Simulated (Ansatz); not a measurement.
Structure types of Zr were relaxed at one common pressure (all-electron LAPW in Ansatz 0.2.0 under PBE, scalar-relativistic, no spin polarisation, zero temperature). They take these volumes:

| type | space group | V (Å³/atom) |
| --- | --- | --- |
| hcp | P6_3/mmc | 13.81 |
| simple hexagonal | P6/mmm | 14.06 |
| diamond | Fd-3m | 15.45 |
| omega | P6/mmm | 13.84 |

Q: At about which pressure, and is the densest type also the lowest in enthalpy?

A: 110 GPa. The densest is hcp, and it is also the lowest in enthalpy among these.
